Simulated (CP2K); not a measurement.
The system is ZrSe2.

```
Zr Se
1.0
     3.79800    0.00000    0.00000
    -1.89900    3.28916    0.00000
     0.00000    0.00000    6.19200
Zr Se
1 2
Direct
  0.00000 0.00000 0.00000
  0.66667 0.33333 0.75000
  0.33333 0.66667 0.25000
```

Base run:

```yaml
Program: CP2K 2026.2
Functional: PBE
Potentials_or_basis: GTH_POTENTIALS Zr GTH-PBE-q12, Se GTH-PBE-q6; DZVP-MOLOPT-SR-GTH basis
Density_cutoff: 6123 eV
k_mesh: 8 × 8 × 5
Occupations: fermi-dirac, width 0.05 eV
Spin: no spin polarisation
```

Its results: band gap on the k mesh 0.42 eV, indirect (least direct gap 1.05 eV); pressure 2.1 GPa; largest force 0.314 eV/Å.

Problem. The run is repeated on the same cell with these changes: functional from PBE to HLE16. What comes out?

Solution. Band gap on the k mesh 0.64 eV, indirect (least direct gap 1.08 eV); pressure -8.8 GPa; largest force 1.663 eV/Å.

Caveats: the basis of atomic orbitals isn't converged, which shifts pressures, moduli and gaps; this functional lacks dispersion, which binds the layers, so the pressure and a relaxed spacing across them are unreliable (some runs); the potentials were made for a functional far from this one (some runs); the potentials were made for another functional, which shifts forces and pressure (some runs).
